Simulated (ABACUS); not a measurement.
# Ag (Fm-3m) in ABACUS: further runs, part 2 of 2

ABACUS 3.10.1.

### Step 4. Relaxation of cell and atoms, BLYP

Contents of run_abacus.py:

```python
"""ABACUS run from a structure file: ASE reads it, the script writes STRU, KPT and INPUT."""
import re
import subprocess
from ase.io import read
from ase.units import Bohr

atoms = read("POSCAR")
atoms = atoms[(-atoms.numbers).argsort(kind="stable")]  # ABACUS lists atoms element by element
pseudo = {'Ag': 'Ag.upf'}
orbital = {}
magmoms = None
kmesh = [9, 9, 9]
params = {
    'suffix': 'Ag',
    'calculation': 'cell-relax',
    'basis_type': 'pw',
    'pseudo_dir': './',
    'symmetry': 1,
    'dft_functional': 'GGA_X_B88+GGA_C_LYP',
    'ecutwfc': 82,
    'pseudo_rcut': 10,
    'nspin': 1,
    'nbands': 14,
    'ks_solver': 'dav',
    'smearing_method': 'fd',
    'smearing_sigma': 0.00367493,
    'scf_thr': 1e-08,
    'scf_nmax': 100,
    'mixing_type': 'broyden',
    'mixing_beta': 0.7,
    'cal_force': 1,
    'cal_stress': 1,
    'relax_nmax': 60,
    'force_thr_ev': 0.01,
    'relax_method': 'cg',
    'out_stru': 1,
    'stress_thr': 0.5,
    'kpar': 4,
}

symbols = atoms.get_chemical_symbols()
elements = list(dict.fromkeys(symbols))
lines = ["ATOMIC_SPECIES"] + [f"{e} {atoms.get_masses()[symbols.index(e)]:.4f} {pseudo[e]}" for e in elements]
if orbital:
    lines += ["", "NUMERICAL_ORBITAL"] + [orbital[e] for e in elements]
lines += ["", "LATTICE_CONSTANT", f"{1 / Bohr:.10f}", "", "LATTICE_VECTORS"]
lines += [" ".join(f"{x:.10f}" for x in v) for v in atoms.cell]
lines += ["", "ATOMIC_POSITIONS", "Direct"]
for e in elements:
    lines += ["", e, "0.0", str(symbols.count(e))]
    for i, p in enumerate(atoms.get_scaled_positions(wrap=False)):
        if symbols[i] == e:
            mag = "" if magmoms is None else " mag " + " ".join(str(x) for x in (magmoms[i] if isinstance(magmoms[i], list) else [magmoms[i]]))
            lines.append(" ".join(f"{x:.10f}" for x in p) + " 1 1 1" + mag)
open("STRU", "w").write("\n".join(lines) + "\n")
open("KPT", "w").write("K_POINTS\n0\nGamma\n%d %d %d 0 0 0\n" % tuple(kmesh))
open("INPUT", "w").write("INPUT_PARAMETERS\n" + "".join(f"{k:<20s}{v}\n" for k, v in params.items()))

done = subprocess.run(['mpirun', '-np', '4', 'abacus'])
if done.returncode:
    raise SystemExit(done.returncode)
log = open("OUT.Ag/running_cell-relax.log").read()
print("final energy (eV):", re.findall(r"FINAL_ETOT_IS (\S+)", log))
```

Contents of POSCAR:

```
Ag
1.0
    0.0000000000      2.0427500000      2.0427500000
    2.0427500000      0.0000000000      2.0427500000
    2.0427500000      2.0427500000      0.0000000000
Ag
1
Direct
    0.0000000000      0.0000000000      0.0000000000
```

Potentials or basis: PseudoDojo NC SR 0.5 PBE stringent, plane waves.

On the command line:

```bash
> OMP_NUM_THREADS=1 python run_abacus.py > log
```

running log:

```text
ABACUS v3.10.1

               Atomic-orbital Based Ab-initio Computation at UStc

 ------------------------------------------------------------------------------------

 READING GENERAL INFORMATION
                           global_out_dir = OUT.Ag/
                           global_in_card = INPUT
                               pseudo_dir = ./
                              orbital_dir =
                                    DSIZE = 4
                                    GSIZE = 1

 READING UNITCELL INFORMATION
                                    ntype = 1
                  lattice constant (Bohr) = 1.88973
              lattice constant (Angstrom) = 1

 READING ATOM TYPE 1
                               atom label = Ag
                      L=0, number of zeta = 1
                      L=1, number of zeta = 1
                      L=2, number of zeta = 1
             number of atom for this type = 1

                        TOTAL ATOM NUMBER = 1
DIRECT COORDINATES
    atom                   x                   y                   z     mag                  vx                  vy                  vz
taud_Ag1            0.0000000000        0.0000000000        0.0000000000  0.0000        0.0000000000        0.0000000000        0.0000000000

                          Volume (Bohr^3) = 115.046
                             Volume (A^3) = 17.0481

 Lattice vectors: (Cartesian coordinate: in unit of a_0)
                   +0            +2.04275            +2.04275
[... 416 lines left out ...]
DIRECT COORDINATES
    atom                   x                   y                   z     mag                  vx                  vy                  vz
taud_Ag1            0.0000000000        0.0000000000        0.0000000000  0.0000        0.0000000000        0.0000000000        0.0000000000

                          Volume (Bohr^3) = 128.047703
                             Volume (A^3) = 18.974689
[... 10 lines left out ...]
 -------------------------------------------
 STEP OF RELAXATION : 3
 -------------------------------------------

[... set-up of the moved cell ...]

 PW ALGORITHM --------------- ION=   3  ELEC=   1--------------------------------
 Notice: Threshold on eigenvalues was too large.
 hsover_error=0.190000 > DRHO=0.000610
 Origin diag ethr = 0.010000
 New diag ethr = 0.000003

 Density error is 0.000452877560
                          Error Threshold = 0.000003210951
----------------------------------------------------------
     Energy           Rydberg                 eV
----------------------------------------------------------
 E_KohnSham     -309.7996071689      -4215.0398956581
 E_Harris       -309.9923245562      -4217.6619502292
 E_Fermi        1.1779403124         16.0267001519
----------------------------------------------------------

[... 3 further cycles ...]
 PW ALGORITHM --------------- ION=   3  ELEC=   5--------------------------------

 Density error is 0.000000002458
                          Error Threshold = 0.000000000577
----------------------------------------------------------
     Energy           Rydberg                 eV
----------------------------------------------------------
 E_KohnSham     -309.7996562072      -4215.0405628584
 E_KS(sigma->0) -309.7996243002      -4215.0401287414
 E_Harris       -309.7999019782      -4215.0439067450
 E_band         -19.3463198708       -263.2201855733
 E_one_elec     -132.5677763794      -1803.6771299497
 E_Hartree      75.6844147849        1029.7392908702
 E_xc           -46.0500247990       -626.5427303083
 E_Ewald        -206.8662059996      -2814.5591252365
 E_entropy(-TS) -0.0000638140        -0.0008682342
 E_descf        0.0000000000         0.0000000000
[... 125 lines left out ...]
 Largest gradient in stress is 0.146117 kbar.
 Threshold is 0.500000 kbar.

 Relaxation is converged!

 --------------------------------------------
 !FINAL_ETOT_IS -4215.0405628584430815 eV
 --------------------------------------------
```

Wall time 4.7 s (4 MPI ranks of Intel Xeon 6975P-C (Granite Rapids), shared host); peak memory 0.32 GiB.

What came out:

| Property | Result |
| --- | --- |
| Free energy | -4215.0406 eV |
| Relaxed volume | 18.97 Å³/atom |
| Relaxed cell | a = 2.994 Å, b = 2.994 Å, c = 2.994 Å, α = 60.00°, β = 60.00°, γ = 60.00° |
| Space group after relaxing (to 0.05 Å) | Fm-3m (No. 225) |
| Energy gained by relaxing | 64.4 meV/atom |
| Ionic steps | 3 |
| Pressure after relaxing | 0.0 GPa |
| Band gap on the k mesh | none (metal or under the smearing width) |

The path:
```csv
step,energy change (eV),largest force (eV/Å),pressure (GPa),volume (Å³)
1,0.0000,0.0000,11.84,17.05
2,-0.0349,0.0000,-5.97,20.48
3,-0.0644,0.0000,-0.01,18.97
```

Final structure:
```
CELL_PARAMETERS angstrom
0.00000 2.11697 2.11697
2.11697 0.00000 2.11697
2.11697 2.11697 0.00000
ATOMIC_POSITIONS crystal
Ag 0.00000 0.00000 0.00000
```

Levels at points of the mesh, in eV from the Fermi level:
| k point | band 8 | band 9 | band 10 | band 11 | band 12 | band 13 |
| --- | --- | --- | --- | --- | --- | --- |
| (0.00, 0.00, 0.00) | -4.89 | -4.04 | -4.04 | 15.82 | 18.43 | 18.43 |

Caveat: the potentials were made for another functional, which shifts forces and pressure; the volume moved by +11 % from the deposited cell, more than functionals usually miss. BLYP gives volumes clearly too large for solids.

### Step 5. Summary

```csv
task,level,cell,max steps of the relaxation,force threshold,optimiser,stress threshold,gap on the mesh (eV),pressure (GPa)
single point,PBEsol,as given,-,-,-,-,none,-2.8
single point,BLYP,as given,-,-,-,-,none,11.9
relaxation of cell and atoms,BLYP,relaxed,60,0.01 eV/Å,cg,0.5 kbar,none,0.0
```

Alike in all rows: potentials or basis PseudoDojo NC SR 0.5 PBE stringent, plane waves; no spin polarisation; k mesh 9 × 9 × 9; cutoff (eV) 1116; smearing fermi-dirac 0.05 eV.

Caveats: the potentials were made for another functional, which shifts forces and pressure; the volume moved by +11 % from the deposited cell, more than functionals usually miss (some runs).

Total energies depend on the potentials used, so only differences within one code and one set of settings carry meaning.
